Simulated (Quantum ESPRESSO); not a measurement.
# SiO2: band structure with LDA

SiO2:

```xyz
6
Lattice="-2.4773 2.4773 3.6557 2.4773 -2.4773 3.6557 2.4773 2.4773 -3.6557" Properties=species:S:1:pos:R:3 pbc="T T T"
Si    0.0000    2.4773    1.8278
Si    0.0000    0.0000    0.0000
O    -0.4795    3.7159    0.9139
O    -1.2386    1.9978    2.7418
O     1.2386    2.9568    2.7418
O     0.4795    1.2386    0.9139
```

The cell comes from a database or a generator and needn't be the stable form of this composition.

```yaml
Program: Quantum ESPRESSO 7.5
Task: band structure
Functional: LDA
Potentials_or_basis: GBRV 1.5 LDA
Cutoff: 612 eV
Density_cutoff: 4898 eV
k_mesh: 8 × 8 × 8
Occupations: fermi-dirac, width 0.05 eV
Spin: no spin polarisation
Form_of_the_LDA_correlation: PZ81
Mixing_beta: 0.5
Most_SCF_iterations: 120
SCF_threshold: 1.2e-09 Ry
```

```yaml
Pressure: -1.2 GPa
Largest_force: 0.060 eV/Å
Band_gap_on_the_k_mesh: 5.72 eV, direct
Band_gap_along_the_path: 5.72 eV, direct
```

Forces in eV/Å, atoms in the order of the input:
```
Si   0.000  0.000  0.000
Si   0.000  0.000  0.000
O    0.060  0.000  0.000
O    0.000  0.060  0.000
O    0.000 -0.060  0.000
O   -0.060  0.000  0.000
```

Levels at the corners of the path, in eV from the valence-band top:
```csv
point,band 13,band 14,band 15,band 16,band 17,band 18,band 19,band 20
Γ,-1.57,-0.69,0.00,0.00,5.72,8.60,10.44,10.44
X,-0.99,-0.99,-0.34,-0.34,8.90,8.90,10.04,10.04
Y,-1.09,-1.09,-0.47,-0.47,9.28,9.28,9.44,9.44
S,-1.44,-1.13,-0.65,-0.27,8.95,9.12,9.14,9.93
Γ,-1.57,-0.69,0.00,0.00,5.72,8.60,10.44,10.44
Z,-1.49,-1.49,-0.32,-0.32,8.68,8.68,10.04,10.04
S1,-1.44,-1.13,-0.65,-0.27,8.95,9.12,9.14,9.93
N,-1.52,-0.79,-0.50,-0.14,8.08,8.69,9.45,10.03
P,-1.03,-1.03,-0.45,-0.45,9.29,9.29,9.32,9.32
Y1,-1.09,-1.09,-0.47,-0.47,9.28,9.28,9.44,9.44
Z,-1.49,-1.49,-0.32,-0.32,8.68,8.68,10.04,10.04
X,-0.99,-0.99,-0.34,-0.34,8.90,8.90,10.04,10.04
P,-1.03,-1.03,-0.45,-0.45,9.29,9.29,9.32,9.32
```

It took 3.3 min on 1 thread of AMD EPYC 7R43 64-Core Processor (Zen 3), on a shared host, peak memory 0.36 GiB.

LDA gaps usually lie below the measured ones, often by a third to a half.
